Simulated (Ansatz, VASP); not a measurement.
**Two plane-wave programs on PtSe2**

The input INCAR:

```
SYSTEM = PtSe2
PREC     = Accurate       ! precision mode
ENCUT    = 520            ! plane-wave cutoff, eV
EDIFF    = 1E-6           ! SCF threshold, eV
ISMEAR   = 0              ! smearing method
SIGMA    = 0.05           ! smearing width, eV
LREAL    = .False.        ! projectors in reciprocal space
LASPH    = .True.         ! aspherical terms in the spheres
NELM     = 150            ! most SCF steps
ALGO     = Normal         ! electronic algorithm
ISIF     = 2              ! what is computed and relaxed
LWAVE    = .False.        ! write WAVECAR
LCHARG   = .False.        ! write CHGCAR
ISPIN    = 2              ! spin polarisation
MAGMOM   = 0 0 0          ! initial moments
LORBIT   = 11             ! projections on sites
LMAXMIX  = 4              ! l up to which the mixer works
LDAU     = .True.         ! DFT+U
LDAUTYPE = 2            
LDAUL    = 2 -1           ! shell
LDAUU    = 8 0            ! U, eV
LDAUJ    = 0 0          
LDAUPRINT= 1            
GGA      = PE             ! functional
NBANDS   = 22             ! bands
```

The input KPOINTS:

```
regular mesh
0
Gamma
  6 6 4
  0 0 0
```

POSCAR

```
PtSe2
1.0
    3.7240002900      0.0000000000      0.0000000000
   -1.8620001500      3.2250788600      0.0000000000
    0.0000000000      0.0000000000      5.0619995800
Pt Se
1 2
Direct
    0.0000000000      0.0000000000      0.0000000000
    0.3333333333      0.6666666667      0.2500000000
    0.6666666667      0.3333333333      0.7500000000
```

Input for Ansatz:

```yaml
crystal:
  lattice:
    - [3.72400029, 0.0, 0.0]
    - [-1.86200015, 3.22507886, 0.0]
    - [0.0, 0.0, 5.06199958]
  atoms:
    - { symbol: Pt, position: [0.0, 0.0, 0.0], spin: 4.0 }
    - { symbol: Se, position: [0.3333333333, 0.6666666667, 0.25] }
    - { symbol: Se, position: [0.6666666667, 0.3333333333, 0.75] }
basis:
  ecutwfc: 420
  ecutrho_ratio: 4
kpoints:
  mp_grid: { grid: [6, 6, 4] }
hamiltonian:
  xc: pbe
  hubbard:
    sites:
      - { site: 0, l: d, u_eff: 8.0, starting_ns: [{ spin: up, occupation_matrix: s0up }, { spin: down, occupation_matrix: s0down }] }
    occupation_matrices:
      s0up:
        matrix:
          - [0.97, 0.0, 0.0, 0.0, 0.0]
          - [0.0, 0.97, 0.0, 0.0, 0.0]
          - [0.0, 0.0, 0.97, 0.0, 0.0]
          - [0.0, 0.0, 0.0, 0.97, 0.0]
          - [0.0, 0.0, 0.0, 0.0, 0.97]
      s0down:
        matrix:
          - [0.02, 0.0, 0.0, 0.0, 0.0]
          - [0.0, 0.495, -0.475, 0.0, 0.0]
          - [0.0, -0.475, 0.495, 0.0, 0.0]
          - [0.0, 0.0, 0.0, 0.02, 0.0]
          - [0.0, 0.0, 0.0, 0.0, 0.02]
    ns_hold: { iters: 5 }
scf:
  occupations: { method: gaussian, width: 0.05 }
  lower_state_search: "off"
  max_iter: 150
output:
  forces: true
  stress: true
  eigenvalues: true
  populations: true
  hubbard: { sites: [{ site: 0, l: d }] }
magnetization:
  spin_polarized: true
```

Alike in both runs: task single point; functional PBE; k mesh 6 × 6 × 4; occupations gaussian, width 0.05 eV; collinear spin; Hubbard terms Pt d U = 8.0 eV.

|  | VASP | Ansatz |
| --- | --- | --- |
| version | VASP 6.6.1 | Ansatz 0.2.0 |
| potentials or method | VASP PAW PBE potentials, release 64 (Pt, Se) | scalar-relativistic, plane waves, PAW |
| plane-wave cutoff (eV) | 520 | 420 |
| valence electrons in the cell | 22 | 50 |

```tsv
	VASP	Ansatz	Ansatz less VASP
gap on the k mesh at the Fermi level (eV)	none	none	-
pressure (GPa)	0.9	8.1	+7.17
largest component of the traceless stress (GPa)	0.23	2.18	+1.956
rms of the force components (eV/Å)	0.066	0.411	+0.3451
net moment per atom (μB)	0.00	0.00	0.000
```

The programs project onto different local orbitals, so the same U acts differently. Atom by atom the forces differ by 0.345 eV/Å (rms over components). A gap of «none» marks a metal or a gap that the smearing closes. The two sets of potentials don't hold the same shells in valence. Ansatz warned: «filled_band_counts_differ_across_k_points».

Spin-orbit coupling is left out, which matters for the levels of Pt. The state reached can hang on the start; a lower one may exist.
